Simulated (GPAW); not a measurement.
Zn:

```
CELL_PARAMETERS angstrom
-1.56904 1.56904 1.56904
1.56904 -1.56904 1.56904
1.56904 1.56904 -1.56904
ATOMIC_POSITIONS crystal
Zn 0.00000 0.00000 0.00000
```

This isn't the form of Zn at room conditions, which is hcp.

- Program: GPAW 26.7.0
- Task: relaxation of cell and atoms
- Functional: PBEsol
- Potentials or basis: PAW data sets generated in the run's folder for this functional
- Cutoff: 600 eV
- Basis: pw
- k mesh: 12 × 12 × 12
- Occupations: fermi-dirac, width 0.05 eV
- Spin: no spin polarisation

At the start: pressure -5.4 GPa; volume 15.45 Å³/atom.

**Question.** Where does the relaxation end?

**Answer.** Over 4 steps the energy falls by 22.8 meV/atom and the volume is 14.24 Å³/atom (-7.8 %); space group Im-3m (No. 229, to 0.05 Å).

Step by step:
| step | energy change (eV) | largest force (eV/Å) | pressure (GPa) | volume (Å³) |
| --- | --- | --- | --- | --- |
| 1 | 0.0000 | 0.0000 | -5.42 | 15.45 |
| 2 | -0.0101 | 0.0000 | -4.21 | 15.11 |
| 3 | -0.0225 | 0.0000 | 0.90 | 14.07 |
| 4 | -0.0228 | 0.0000 | -0.13 | 14.24 |

Final structure:
```xyz
1
Lattice="-1.5269 1.5269 1.5269 1.5269 -1.5269 1.5269 1.5269 1.5269 -1.5269" Properties=species:S:1:pos:R:3 pbc="T T T"
Zn    0.0000    0.0000    0.0000
```

Caveat: later steps reuse the first step's grids.
